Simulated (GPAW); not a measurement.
# NiO (Fm-3m) in GPAW: settings compared, part 2 of 2

GPAW 26.7.0. The steps go on from the part before.

## (5) Band structure, OLYP, collinear spin, ferromagnetic start

The input, run.py:

```python
from ase.dft.bandgap import bandgap
from ase.io import read, write
from ase.units import GPa
from gpaw import GPAW, PW, setup_paths

setup_paths.insert(0, '.')

atoms = read('POSCAR')
atoms.set_initial_magnetic_moments([1.0, 0.0])

calc = GPAW(mode=PW(800),
            xc='GGA_X_OPTX+GGA_C_LYP',
            kpts={'size': (8, 8, 8), 'gamma': True},
            occupations={'name': 'fermi-dirac', 'width': 0.05},
            nbands=22,
            convergence={'density': 1e-05, 'energy': 1e-05},
            eigensolver='davidson',
            maxiter=150,
            txt='gpaw.txt')
atoms.calc = calc
energy = atoms.get_potential_energy()
forces = atoms.get_forces()
stress = atoms.get_stress()
calc.write('gs.gpw')
write('result.traj', atoms)
print(f'Energy: {energy:.6f} eV')
print('Forces (eV/A):')
print(forces.round(4))
print('Stress (GPa):', (stress / GPa).round(3))
print('Moments:', calc.get_magnetic_moments().round(3))
print('Fermi level:', round(calc.get_fermi_level(), 4), 'eV')
print(f'Gap: {bandgap(calc)[0]:.4f} eV, direct: {bandgap(calc, direct=True)[0]:.4f} eV')

path = atoms.cell.bandpath('GXWKGLUWLK,UX', npoints=60, eps=1e-4)
bs_calc = calc.fixed_density(kpts=path, symmetry='off', nbands=31,
                             convergence={'bands': 'CBM+6.0', 'eigenstates': 1e-6}, txt='bands.txt')
bs = bs_calc.band_structure()
bs.write('bs.json')
print(f'Gap on the path: {bandgap(bs_calc)[0]:.4f} eV')
```

The input, POSCAR:

```
NiO
1.0
    0.0000000000      2.0859016414      2.0859016414
    2.0859016414      0.0000000000      2.0859016414
    2.0859016414      2.0859016414      0.0000000000
Ni O
1 1
Direct
    0.0000000000      0.0000000000      0.0000000000
    0.5000000000      0.5000000000      0.5000000000
```

Potentials or basis: PAW data sets generated in the run's folder for this functional, pw.

Command:

```console
$ gpaw-setup -f GGA_X_OPTX+GGA_C_LYP Ni O
$ OMP_NUM_THREADS=1 python run.py
```

gpaw.txt:

```text
__  _  _
 | _ |_)|_||  |
 |__||  | ||/\| - 26.7.0

Input parameters:
  mode=PW(ecut=800.0),
  convergence={'density': 1e-05, 'energy': 1e-05},
  eigensolver=Davidson(niter=2),
  kpts=MonkhorstPack(size=(8, 8, 8), gamma=True),
  maxiter=150,
  nbands=22,
  occupations=Occupations(name='fermi-dirac', width=0.05),
  xc=XC(name='GGA_X_OPTX+GGA_C_LYP')

Diagonalizing LCAO Hamiltonian
Converting LCAO to pw mode

              O

       Ni

Atoms  # Å, Bohr magnetons
|   | symbol |        x |        y |        z |    initial magnetic moments |
|---|--------|----------|----------|----------|-----------------------------|
| 0 |     Ni | 0.000000 | 0.000000 | 0.000000 | ( 0.0000,  0.0000,  1.0000) |
| 1 |      O | 2.085902 | 2.085902 | 2.085902 | ( 0.0000,  0.0000,  0.0000) |

Unit cell  # Å
| periodic |        x |        y |        z |  lengths |    angles |
|----------|----------|----------|----------|----------|-----------|
|      yes | 0.000000 | 2.085902 | 2.085902 | 2.949910 | 60.000000 |
|      yes | 2.085902 | 0.000000 | 2.085902 | 2.949910 | 60.000000 |
|      yes | 2.085902 | 2.085902 | 0.000000 | 2.949910 | 60.000000 |

Number of symmetries: 48
Symmetry operations  # r_c * U_cc + t_c -> r_c
|    | kind |            matrix            |
|----|------|------------------------------|
|  0 |  σ   |  1, 0, 0,  1, 0,-1,  1,-1, 0 |
|  1 |  C2  |  1, 0, 0,  1,-1, 0,  1, 0,-1 |
|  2 |  E   |  1, 0, 0,  0, 1, 0,  0, 0, 1 |
|  3 |  σ   |  1, 0, 0,  0, 0, 1,  0, 1, 0 |
[... 197 lines left out ...]
|iter:  19| |  -12.222680c| -6.41 | -3.27 |  +1.8437|
|iter:  20| |  -12.222649c| -7.19 | -3.78 |  +1.8382|
|iter:  21| |  -12.222659c| -8.49c| -4.25 |  +1.8397|
|iter:  22| |  -12.222659c|-10.34c| -5.48c|  +1.8397|

Converged in 22 steps
Energy contributions relative to reference atoms: (reference = -43427.569831)

Energy contributions:
  Kinetic:          28.948958
  Coulomb:         -24.427882
  Zero:              0.321242
  External:          0.000000
  Xc:              -17.062192
  Entropy:          -0.005567
  Spinorbit:         0.000000
  ----------------------------
  Free energy:     -12.225442
  Extrapolated:    -12.222659

dipole moment: (-8.247905, -8.247905, -8.247905)  # |e|*Ang

Total magnetic moment: (0.000000, 0.000000, 1.839678)

Local magnetic moments
|        x |        y |        z |
|----------|----------|----------|
| 0.000000 | 0.000000 | 1.510133 |  # Ni   0
| 0.000000 | 0.000000 | 0.248439 |  # O    1

Fermi level: 8.208
Eigenvalues  # (at kpt = [0.000, 0.000, 0.000])
| band index |      eig [eV] | occ [0-1] |      eig [eV] | occ [0-1] |
|------------|---------------|-----------|---------------|-----------|
|          0 |       -56.871 |     1.000 |       -54.868 |     1.000 |
|        ... |               |           |               |           |
|          4 |         4.971 |     1.000 |         5.712 |     1.000 |
|          5 |         4.971 |     1.000 |         5.712 |     1.000 |
|          6 |         5.024 |     1.000 |         5.712 |     1.000 |
|          7 |         5.024 |     1.000 |         6.482 |     1.000 |
|          8 |         5.024 |     1.000 |         6.482 |     1.000 |
|          9 |         5.377 |     1.000 |         6.482 |     1.000 |
[... 8 lines left out ...]
|         18 |        30.587 |     0.000 |        30.972 |     0.000 |
|         19 |        30.587 |     0.000 |        30.972 |     0.000 |
|        ... |               |           |               |           |
|         21 |        33.946 |     0.000 |        34.538 |     0.000 |

No gap
No difference between direct/indirect transitions

Forces  # eV/Ang
|        x |       y |       z |
|----------|---------|---------|
| -0.00000 | 0.00000 | 0.00000 |  # Ni   0
| -0.00000 | 0.00000 | 0.00000 |  # O    1

Stress tensor  # eV/Ang^3
|         x |         y |         z |
|-----------|-----------|-----------|
| -0.082542 | -0.000000 |  0.000000 |
| -0.000000 | -0.082542 |  0.000000 |
|  0.000000 |  0.000000 | -0.082542 |

# Writing to gs.gpw (mode='')
```

Wall time 41 s (1 thread of Intel Xeon Platinum 8488C (Sapphire Rapids), shared host); peak memory 0.26 GiB.

What came out:

| Property | Result |
| --- | --- |
| Free energy | -12.2254 eV |
| Pressure | 13.2 GPa |
| Band gap along the path | none (metal or under the smearing width) |
| Net moment | 1.84 μB per cell |
| Site moments | Ni +1.51; O +0.25 μB |

Levels at the corners of the path, in eV from the Fermi level:
Spin up:
```csv
point,band 8,band 9,band 10,band 11,band 12,band 13
Γ,-3.18,-3.18,-2.83,-2.83,-2.83,1.58
X,-3.68,-2.90,-2.35,-1.83,-1.83,6.34
W,-2.49,-2.08,-2.08,-1.83,-1.32,8.64
K,-2.76,-1.97,-1.96,-1.72,-1.27,7.97
Γ,-3.18,-3.18,-2.83,-2.83,-2.83,1.58
L,-2.14,-2.14,-1.59,0.18,0.18,5.66
U,-2.76,-1.97,-1.96,-1.72,-1.27,7.97
W,-2.49,-2.08,-2.08,-1.83,-1.32,8.64
L,-2.14,-2.14,-1.59,0.18,0.18,5.66
K,-2.76,-1.97,-1.96,-1.72,-1.27,7.97
U,-2.76,-1.97,-1.96,-1.72,-1.27,7.97
X,-3.68,-2.90,-2.35,-1.83,-1.83,6.34
```
Spin down:
```csv
point,band 6,band 7,band 8,band 9,band 10,band 11,band 12,band 13
Γ,-2.50,-2.50,-1.73,-1.73,-1.73,-0.56,-0.56,1.91
X,-3.87,-3.87,-2.74,-0.58,-0.58,-0.12,0.42,6.72
W,-5.79,-5.17,-0.95,-0.95,-0.58,0.29,1.07,9.19
K,-5.83,-4.41,-1.54,-0.73,-0.50,0.56,1.08,8.37
Γ,-2.50,-2.50,-1.73,-1.73,-1.73,-0.56,-0.56,1.91
L,-4.80,-4.80,-0.80,-0.80,-0.41,2.34,2.34,5.75
U,-5.83,-4.41,-1.54,-0.73,-0.50,0.56,1.08,8.37
W,-5.79,-5.17,-0.95,-0.95,-0.58,0.29,1.07,9.19
L,-4.80,-4.80,-0.80,-0.80,-0.41,2.34,2.34,5.75
K,-5.83,-4.41,-1.54,-0.73,-0.50,0.56,1.08,8.37
U,-5.83,-4.41,-1.54,-0.73,-0.50,0.56,1.08,8.37
X,-3.87,-3.87,-2.74,-0.58,-0.58,-0.12,0.42,6.72
```

Caveat: the stock nickel data set gives pressures a few GPa off other programs; a cell with one magnetic atom can't hold antiferromagnetic order, which such compounds often take; semilocal functionals often make such compounds metallic where correlation or magnetic order opens a gap, which also shifts bond lengths.

## (6) Overview

```tsv
task	level	potentials or basis	cutoff (eV)	band path	band points	data set	eigensolver	grid spacing	pressure (GPa)	moment (μB)
band structure	PBE	GPAW PAW data sets (gpaw-data 1.2.1), fd	-	GXWKGLUWLK,UX	100	-	-	0.2 Å	-	1.81
equation of state	SCAN	GPAW PAW data sets (gpaw-data 1.2.1), pw	800	-	-	-	-	-	-	-
band structure	LDA	the program's PAW data sets (release 1.2.1) made for this functional, other valence, pw	800	GXWKGLUWLK,UX	80	Ni 10	-	-	-18.6	0.71
band structure	OLYP	PAW data sets generated in the run's folder for this functional, pw	800	GXWKGLUWLK,UX	60	-	davidson	-	13.2	1.84
```

Alike in all rows: spin collinear, ferromagnetic start; cell as given; k mesh 8 × 8 × 8; smearing fermi-dirac 0.05 eV.

Caveats: a cell with one magnetic atom can't hold antiferromagnetic order, which such compounds often take (some runs); semilocal functionals often make such compounds metallic where correlation or magnetic order opens a gap, which also shifts bond lengths (some runs); the real-space grid adds noise to forces (some runs); the points scatter about the fit (some runs); the PAW data sets were made with another functional, which shifts forces and pressure a little (some runs); so large a pressure means that the cell lies far from this level's equilibrium, or that cutoff or potentials fall short (some runs); the stock nickel data set gives pressures a few GPa off other programs (some runs).

Total energies depend on the potentials used, so only differences within one code and one set of settings carry meaning.

## (7) Against experiment

Step 2. Against the measured gap of NiO, 4.3 eV (quoted in “Local correlations, non-local screening, multiplets, and band formation in NiO”, 2012, arxiv:1210.6675), the calculated 0.00 eV is off by -4.30 eV. So large a miss can be the level of theory's own, or it may mean another phase, state or a wrong row. The value is that of PBE, without temperature or zero-point motion. Semilocal functionals fall short of measured gaps as a rule. The run's magnetic order (collinear spin, ferromagnetic start) needn't be the measured crystal's.

Step 4. Measured gap of NiO: 4.3 eV (quoted in “Local correlations, non-local screening, multiplets, and band formation in NiO”, 2012, arxiv:1210.6675). This calculation gives 0.00 eV (-4.30 eV). So large a miss can be the level of theory's own, or it may mean another phase, state or a wrong row. The value is that of LDA, without temperature or zero-point motion. Semilocal functionals fall short of measured gaps as a rule. The run's magnetic order (collinear spin, ferromagnetic start) needn't be the measured crystal's.

Step 5. Measured gap of NiO: 4.3 eV (quoted in “Local correlations, non-local screening, multiplets, and band formation in NiO”, 2012, arxiv:1210.6675). This calculation gives 0.00 eV (-4.30 eV). So large a miss can be the level of theory's own, or it may mean another phase, state or a wrong row. The value is that of OLYP, without temperature or zero-point motion. The run's magnetic order (collinear spin, ferromagnetic start) needn't be the measured crystal's.
